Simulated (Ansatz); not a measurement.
Runs of Ansatz 0.2.0 on MoS2. Symmetry: P-3m1, No. 164, trigonal system. The conventional cell has a = 3.564 Å, b = 3.564 Å, c = 5.749 Å, α = 90.00°, β = 90.00°, γ = 120.00°. Mo (site symmetry -3m) has 6 S at 2.52 Å as nearest neighbours. S (site symmetry 3m) is surrounded by 3 Mo at 2.52 Å. Measurements of this composition are mostly on another form, of space group No. 194.

```tsv
level	spin	U	fixed moment (μB)	gap on the mesh (eV)	pressure (GPa)	moment (μB)	largest force (eV/Å)
PBEsol+U	collinear, ferromagnetic start	Mo d U = 7 eV	-	none	(b)	2.06	0.02
PBE+U	collinear, random start	Mo d U = 6 eV	-	none	2.0	2.02	(a)
PBEsol+U	collinear, ferromagnetic start	Mo d U = 7 eV	4	-	3.5	4.00	0.03
PBEsol+U	collinear, program default start	Mo d U = 6 eV	-	none	-1.9	2.03	0.15
PBE+U	collinear, ferromagnetic start	Mo d U = 3 eV	-	none	-2.6	2.00	0.56
```

Alike in all rows: task single point; potentials or basis Ansatz PAW; cell as given; k mesh 6 × 6 × 4; cutoff (eV) 420; smearing gaussian 0.05 eV.

**Question.** Fill in the values left out.

**Answer.** (a) 0.07; (b) -0.5.

Caveats: the magnetic or orbital state may not be the lowest; this functional lacks dispersion, which binds the layers, so the pressure and a relaxed spacing across them are unreliable; the PAW data sets come from PBE, with cores solved anew for the run's functional, which leaves a small shift of forces and pressure (some runs); the total moment is fixed, so each spin has its own Fermi level (some runs); the thresholds are loose for stress (some runs).

A k mesh can miss the band edges, and the runs leave out spin-orbit coupling on Mo.

A gap of «none» marks a metal or a gap under the smearing width.
